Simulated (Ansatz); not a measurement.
Phases of Pt at 1100 GPa

Structure types of Pt are relaxed in primitive cells with their symmetry kept at 1100 GPa, first on PAW files, then by LAPW. The enthalpy is E + pV at zero temperature, without zero-point motion. Only the types listed were tried, and differences under about 5 meV/atom are mesh noise.

Computed with Ansatz 0.2.0; functional PBE, scalar-relativistic. Settings: Fermi–Dirac smearing of 0.08 eV, no spin polarisation. Methods: LAPW: all electrons, basis error target 0.5 meV/atom; PAW: frozen-core files, cutoff 420 eV.

k meshes: fcc 21×21×21, bcc 22×22×22, hcp 20×20×11, sc 19×19×19, diamond 16×16×16, omega 10×10×14.

Spin–orbit coupling is left out, which matters for the heavy atoms.

Task: Which type is lowest in enthalpy, and by how much?

Result: fcc, 189 meV/atom below hcp. The whole table:

| start type | ends as | a, b, c (Å) | V (Å³/atom) | H − H(lowest), LAPW (meV/atom) | same, PAW |
| --- | --- | --- | --- | --- | --- |
| fcc | fcc, Fm-3m | 3.126, 3.126, 3.126 | 7.64 | 0.0 | 0.0 |
| bcc | bcc, Im-3m | 2.479, 2.479, 2.479 | 7.62 | 200.3 | 195.6 |
| hcp | hcp, P6_3/mmc | 2.195, 2.195, 3.664 | 7.64 | 188.9 | 188.0 |
| sc | sc, Pm-3m | 2.012, 2.012, 2.012 | 8.14 | 6049.8 | 6033.3 |
| diamond | diamond, Fd-3m | 4.218, 4.218, 4.218 | 9.38 | 20238.5 | 20233.6 |
| omega | omega, P6/mmm | 3.552, 3.552, 2.112 | 7.69 | 885.8 | 882.0 |

Task: Split the lead of fcc over hcp into energy and pV.

Result: For hcp less fcc: ΔE = +163.7 meV/atom, and p·ΔV = 1100 GPa × +0.0037 Å³ × 6.242 meV/(GPa·Å³) = +25.3 meV/atom, together 189.0 meV/atom. fcc wins on both counts.
